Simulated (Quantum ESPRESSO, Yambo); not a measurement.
# BP (F-43m): G0W0 on several meshes in Yambo, part 2 of 2

How does the mesh move the gap of BP (F-43m)?

Quantum ESPRESSO 7.5 and Yambo 5.3.0; PBE and many-body steps on it, plane waves. Known limits of the many-body steps: not at the basis limit; coarse k mesh.

So far. Step 4 (2×2×2): The gap on the mesh goes from 1.35 eV to 1.93 eV, a correction of +0.58 eV. Step 5 (Empty states on the mesh, 6×6×6 mesh, 73 bands): On this mesh the gap is 1.347 eV.

## Step 7: 6×6×6

This step: G0W0 on PBE, plane waves, norm-conserving pseudopotentials.

gw14.in

```
HF_and_locXC
gw0
dyson
ppa
em1d
rim_cut
RandQpts= 1000000
RandGvec= 1 RL
EXXRLvcs= 68 Ry
VXCRLvcs= 272 Ry
Chimod= "HARTREE"
% BndsRnXp
 1 | 73 |
%
NGsBlkXp= 15.5 Ry
% LongDrXp
 1 | 1 | 1 |
%
% GbndRnge
 1 | 73 |
%
DysSolver= "n"
ExtendOut
PPAPntXp= 27.21138 eV
% QPkrange
 1 | 1 | 3 | 6 |
 13 | 13 | 3 | 6 |
%
```

Started as:

```console
$ OMP_NUM_THREADS=1 mpirun -n 4 yambo -F gw14.in -J gw14 -C gw14 > gw14.log
```

The program printed:

```text
 Yambo, version 5.3.0

 [02] CORE Variables Setup
 =========================

  [... cell, symmetries and grids as in the set-up ...]

  [02.05] Energies & Occupations
  ==============================

  [X] === General ===
  [X] Electronic Temperature                        :  0.000000  0.000000 [eV K]
  [X] Bosonic    Temperature                        :  0.000000  0.000000 [eV K]
  [X] Finite Temperature mode                       : no
  [X] El. density                                   :  0.34242E+24 [cm-3]
  [X] Fermi Level                                   :  9.241273 [eV]

  [X] === Gaps and Widths ===
  [X] Conduction Band Min                           :  1.347324 [eV]
  [X] Valence Band Max                              :  0.000000 [eV]
  [X] Filled Bands                                  :   4
  [X] Empty Bands                                   :    5   73
  [X] Direct Gap                                    :  3.406803 [eV]
  [X] Direct Gap localized at k                     :  1
  [X] Indirect Gap                                  :  1.347324 [eV]
  [X] Indirect Gap between kpts                     :   1  13
  [X] Last valence band width                       :  5.173518 [eV]
  [X] 1st conduction band width                     :  3.287074 [eV]

 [03] Transferred momenta grid and indexing
 ==========================================

 IBZ Q-points                                      :  16
 BZ  Q-points                                      :  216

 K/Q-points units:
 rlu = crystal or reduced units; cc = cartesian coordinates; iku = interal k-units

 Q [ 1]         [rlu]:  0.000000  0.000000  0.000000
 Q [ 2]         [rlu]: -0.53337E-17 -0.53337E-17  0.16667
 Q [ 3]         [rlu]: -0.10667E-16 -0.10667E-16  0.33333
[...]
NLCC RL compoments                               :  11935
  PP Number of Atomic Species                      :  2
  NLCC RL compoments                               :  11935

 [xc] E_xc :  -2.821568 [Ha]
      E_xc :  -5.643136 [Ry]

  Local XC kind (lXC) : Perdew, Burke & Ernzerhof(X)+Perdew, Burke & Ernzerhof(C)
  Non-Local XC kind (nlXC) : Hartree-Fock

  Corrections @ K [1] :  [eV]
 <3|nlXC|3> = -14.92495  0.18525E-17 <3|lXC|3> = -13.29982 -0.18881E-15
 <4|nlXC|4> = -14.92495 -0.74737E-17 <4|lXC|4> = -13.29982  0.45664E-21
 <5|nlXC|5> = -7.295593  0.26652E-17 <5|lXC|5> = -12.02537  0.84328E-20
[...]
Corrections @ K [13] :  [eV]
[...]
<5|nlXC|5> = -6.568894 -0.15963E-17 <5|lXC|5> = -10.82609  0.70824E-16
 <6|nlXC|6> = -6.316936 -0.14676E-18 <6|lXC|6> = -10.68016  0.23608E-16

 [08] Dyson equation: Newton solver
 ==================================

  [08.01] G0W0 (W PPA)
  ====================

  [  GW  ] Bands range     :    1   73
  [GW/PPA] G damping       :  0.100000 [eV]

  QP @ state[ 1 ] K range:  1  1
  QP @ state[ 1 ] b range:   3   6
  QP @ state[ 2 ] K range:  13  13
  QP @ state[ 2 ] b range:   3   6

   Sc/G bands                                       :    1   73
   Sc/G damping                                     :  0.100000 ev
   Sc bands terminator                              : no
   Sx RL components                                 :  1471

   QP @ state[ 1 ] K range                          :  1  1
   QP @ state[ 1 ] b range                          :   3   6
   QP @ state[ 2 ] K range                          :  13  13
   QP @ state[ 2 ] b range                          :   3   6
   GF energies kind                                 : Perdew, Burke & Ernzerhof(X)+Perdew, Burke & Ernzerhof(C)
   GF WF`s kind                                     : Perdew, Burke & Ernzerhof(X)+Perdew, Burke & Ernzerhof(C)
   Xs energies kind                                 : Perdew, Burke & Ernzerhof(X)+Perdew, Burke & Ernzerhof(C)
   Xs WF`s kind                                     : Perdew, Burke & Ernzerhof(X)+Perdew, Burke & Ernzerhof(C)

 [11] Game Over & Game summary
```

Wall time 86 s (4 MPI ranks of Arm Neoverse V1, shared host); peak memory 1.2 GiB; 5.7 min of CPU time.

This step gave:

* G0W0 gap on the points computed: 2.039 eV
* starting gap on the mesh: 1.347 eV
* k of the valence top: 0, 0, 0
* k of the conduction bottom: 0, -0.5, -0.5
* least direct G0W0 gap on the computed points: 4.274 eV
* Z at the valence top: 0.7967
* Z at the conduction bottom: 0.8088

Against G0W0 in Yambo (2×2×2 mesh, 73 bands, screening to 210.9 eV, Godby-Needs plasmon pole), the gap moves by +0.107 eV.

## Step 8: Empty states on the mesh, 8×8×8 mesh, 73 bands

This step: Quantum ESPRESSO 7.5; DFT, PBE, plane waves, norm-conserving pseudopotentials.

pw.in

```
&control
  calculation = 'nscf'
  prefix = 'x'
  outdir = 'o'
  pseudo_dir = 'pseudo'
/
&system
  ibrav = 0
  nat = 2
  ntyp = 2
  ecutwfc = 68.0
  nbnd = 73
  force_symmorphic = .true.
/
&electrons
  conv_thr = 1e-9
  electron_maxstep = 80
  diago_full_acc = .true.
  diago_thr_init = 5e-6
/
ATOMIC_SPECIES
  B 10.81 B.upf
  P 30.974 P.upf
CELL_PARAMETERS angstrom
  0.0000000000 2.2690000000 2.2690000000
  2.2690000000 0.0000000000 2.2690000000
  2.2690000000 2.2690000000 0.0000000000
ATOMIC_POSITIONS crystal
  B 0.0000000000 0.0000000000 0.0000000000
  P 0.2500000000 0.2500000000 0.2500000000
K_POINTS automatic
  8 8 8 0 0 0
```

Started as:

```console
$ OMP_NUM_THREADS=1 mpirun -n 4 pw.x -nk 4 -in pw.in > pw.out
```

The program printed:

```text
[banner, memory and clock lines left out]
Program PWSCF v.7.5 starts

     Atomic positions and unit cell read from directory:
     o/x.save/

     Message from routine setup:
     using ibrav=0 with symmetry is DISCOURAGED, use correct ibrav instead

     G-vector sticks info

     bravais-lattice index     =            0
     lattice parameter (alat)  =       6.0638  a.u.
     unit-cell volume          =     157.6631 (a.u.)^3
     number of atoms/cell      =            2
     number of atomic types    =            2
     number of electrons       =         8.00
[...]
39.5763  39.5763  45.8945  45.8945  45.8945  46.8009  46.8009  52.2709
[...]
120.3627

          k = 0.0884 0.0884-0.0884 (  1462 PWs)   bands (ev):

[...]
120.7295

          k = 0.1768 0.1768-0.1768 (  1477 PWs)   bands (ev):

[...]
93.0898  95.2761  95.7402  95.7402  98.3494  99.8780  99.8780 102.8487
   105.2839 105.2839 107.5025 111.5616 111.5616 113.0857 117.9766 117.9766
   119.6314

          k = 0.2652 0.2652-0.2652 (  1483 PWs)   bands (ev):

     [... further k-points ...]

     highest occupied, lowest unoccupied level (ev):     9.2413   10.5218

     XML data file, pseudopotentials, collected wavefunctions
```

Run time: 5.4 s. Hardware: 4 MPI ranks; peak memory 0.21 GiB.

This step gave:

```yaml
gap: 1.281 eV
k_of_the_valence_top: 0, 0, 0
k_of_the_conduction_bottom: 0, 0.375, 0.375
least_direct_gap: 3.407 eV
k_points_computed: 29
lowest_point_of_the_top_converged_band_above_the_valence_top: 102.8457 eV
```

On this mesh the gap is 1.281 eV.

## Step 9: Conversion and set-up

This step: Yambo 5.3.0; conversion and set-up on PBE, plane waves, norm-conserving pseudopotentials.

Started as:

```console
$ (cd o/x.save; p2y > p2y.log; mv SAVE ../..); yambo > setup.log
```

The program printed:

```text
 Yambo, version 5.3.0

 [02] CORE Variables Setup
 =========================

  [02.01] Unit cells
  ==================

  Cell kind             :  FCC
  Atoms in the cell     :  B  P
  number of B  atoms    :  1
  number of P  atoms    :  1

  List of atomic masses
  Mass of B     :  10.81000
  Mass of P     :  30.97400

  List of atomic coordinates    : [cc]
  B1       :  0.000000  0.000000  0.000000  order 1
  P1       :  2.143894  2.143894  2.143894  order 2

  Alat factors          :  4.287789  4.287789  4.287789 [a.u.]
  Direct lattice volume :  157.6631 [a.u.]
[...]
Q [ 1]         [rlu]:  0.000000  0.000000  0.000000
 Q [ 2]         [rlu]: -0.53086E-18 -0.53086E-18  0.12500
 Q [ 3]         [rlu]: -0.10617E-17 -0.10617E-17  0.25000
[...]
Q [ 8]         [rlu]: -0.28817E-16  0.12500      0.37500
 Q [ 9]         [rlu]:  0.55886E-16  0.12500      0.50000
 Q [10]         [rlu]:  0.21235E-17  0.12500     -0.37500
     [... 17 further rows ...]
 Q [28]         [rlu]:  0.125000 -0.500000 -0.375000
 Q [29]         [rlu]:  0.250000 -0.500000 -0.250000

  [03.01] X indexes
  =================

   [03.01.01] Sigma indexes
   ========================

 [06] Game Over & Game summary
```

The job ended after 2.4 s (1 MPI rank; peak memory 0.24 GiB).

## Step 10: 8×8×8

This step: G0W0 on PBE, plane waves, norm-conserving pseudopotentials.

gw15.in, as its differences from gw14.in of step 7:

```diff
@@ -26,3 +26,3 @@
  1 | 1 | 3 | 6 |
- 13 | 13 | 3 | 6 |
+ 18 | 18 | 3 | 6 |
 %
```

Started as:

```console
$ OMP_NUM_THREADS=1 mpirun -n 4 yambo -F gw15.in -J gw15 -C gw15 > gw15.log
```

The program printed:

```text
 Yambo, version 5.3.0

 [02] CORE Variables Setup
 =========================

  [... cell, symmetries and grids as in the set-up ...]

  [02.05] Energies & Occupations
  ==============================

  [X] === General ===
  [X] Electronic Temperature                        :  0.000000  0.000000 [eV K]
  [X] Bosonic    Temperature                        :  0.000000  0.000000 [eV K]
  [X] Finite Temperature mode                       : no
  [X] El. density                                   :  0.34242E+24 [cm-3]
[...]
QP @ state[ 1 ] b range                          :   3   6
   QP @ state[ 2 ] K range                          :  18  18
   QP @ state[ 2 ] b range                          :   3   6
   GF energies kind                                 : Perdew, Burke & Ernzerhof(X)+Perdew, Burke & Ernzerhof(C)
   GF WF`s kind                                     : Perdew, Burke & Ernzerhof(X)+Perdew, Burke & Ernzerhof(C)
   Xs energies kind                                 : Perdew, Burke & Ernzerhof(X)+Perdew, Burke & Ernzerhof(C)
   Xs WF`s kind                                     : Perdew, Burke & Ernzerhof(X)+Perdew, Burke & Ernzerhof(C)

 [11] Game Over & Game summary
```

Elapsed: 5 min, on 4 MPI ranks; peak memory 1.4 GiB; 20 min of CPU time.

This step gave:

```yaml
g0w0_gap_on_the_points_computed: 2.008 eV
starting_gap_on_the_mesh: 1.281 eV
k_of_the_valence_top: 0, 0, 0
k_of_the_conduction_bottom: 0, 0.375, 0.375
least_direct_g0w0_gap_on_the_computed_points: 4.277 eV
```

Against G0W0 in Yambo (2×2×2 mesh, 73 bands, screening to 210.9 eV, Godby-Needs plasmon pole), the gap moves by +0.076 eV.

## Step 11: The runs together

Times are wall times on 4 MPI ranks of Arm Neoverse V1, shared host, good to a factor of about two.

| run | mesh | bands | screening cutoff (eV) | DFT gap (eV) | gap on the mesh (eV) | direct (eV) | time |
| --- | --- | --- | --- | --- | --- | --- | --- |
| 2×2×2 | 2×2×2 | 73 | 210.9 | 1.347 | 1.932 | 4.271 | 4.3 s |
| 6×6×6 | 6×6×6 | 73 | 210.9 | 1.347 | 2.039 | 4.274 | 86 s |
| 8×8×8 | 8×8×8 | 73 | 210.9 | 1.281 | 2.008 | 4.277 | 5 min |

## Step 12: What came out

| Item | Value |
| --- | --- |
| 2×2×2 | 1.932 eV |
| 6×6×6 | 2.039 eV |
| 8×8×8 | 2.008 eV |
| known limits | not at the basis limit; coarse k mesh |

6×6×6: +0.107 eV against 2×2×2. 8×8×8: +0.076 eV against 2×2×2, −0.067 eV of it in the start. Bands and cutoff are finite, so the gap is not at the basis limit. The miss can reach some tenths of an eV and take either sign; the mesh is an error of its own. In the G0W0 runs levels were corrected at 2 k points alone, so a gap called «on the mesh» is the least over those, and an edge elsewhere would be missed. A denser mesh or path gives a starting gap of 1.26 eV: the GW mesh misses a band edge, so its gaps are not the fundamental one. The 2×2×2 mesh is coarse for this cell, which bears on the long-range parts of exchange and screening.

[Paths, hosts, dates, memory and timing lines, banners, echoed tables and standing remarks are left out of the program output.]

[Logs are printed without paths, hosts, clocks, repeated set-up lines and the standing remarks that a program may print on its own settings, such as how far it seeks lower states.]

[Runs of the session that timed out or met a known fault of the program may be left out.]

[Hosts, paths, dates, database ids (printed as entryN), source tags and the programs' standing remarks are cut or masked in the printed files.]
